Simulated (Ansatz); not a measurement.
CuCl2:

```
Cu Cl
1.0
    -2.25486    2.25486    6.85990
     2.25486   -2.25486    6.85990
     2.25486    2.25486   -6.85990
Cu Cl
1 2
Direct
  0.00000 0.00000 0.00000
  0.00000 0.50000 0.50000
  0.50000 0.00000 0.50000
```

Measurements of this composition are mostly on another form, of space group No. 12.

- Program: Ansatz 0.2.0
- Task: relaxation of cell and atoms
- Functional: LDA
- Potentials or basis: Ansatz PAW
- Cutoff: 420 eV (not typed: the program's choice for these potentials)
- k mesh: 8 × 8 × 8
- Occupations: fermi-dirac, width 0.05 eV
- Spin: no spin polarisation

At the start: volume 46.50 Å³/atom.

Task: How do energy, volume and symmetry change on relaxing?

Result: It ends after 5 steps and the volume is 43.89 Å³/atom (-5.6 %); space group I4/mmm (No. 139, to 0.05 Å).

Step by step:
| step | energy change (eV) | largest force (eV/Å) | volume (Å³) |
| --- | --- | --- | --- |
| 1 | 0.0000 | 0.0000 | 139.51 |
| 2 | -0.0515 | 0.0000 | 135.75 |
| 3 | -0.0689 | 0.0000 | 131.48 |
| 4 | -0.0695 | 0.0000 | 131.67 |
| 5 | -0.0688 | 0.0000 | 131.67 |

Final structure:
```
CELL_PARAMETERS angstrom
-2.19503 2.19503 6.83210
2.19503 -2.19503 6.83210
2.19503 2.19503 -6.83210
ATOMIC_POSITIONS crystal
Cu 0.00000 0.00000 0.00000
Cl 0.00000 0.50000 0.50000
Cl 0.50000 0.00000 0.50000
```

Caveat: the plane-wave basis is chosen anew once the cell has moved, so the energies of steps on either side of that aren't comparable; an odd number of electrons without spin polarisation forces a metal; a magnetic or distorted state may lie lower; the run has no spin polarisation, though such a crystal can be magnetic; the PAW data sets come from PBE, with cores solved anew for the run's functional, which leaves a small shift of forces and pressure.
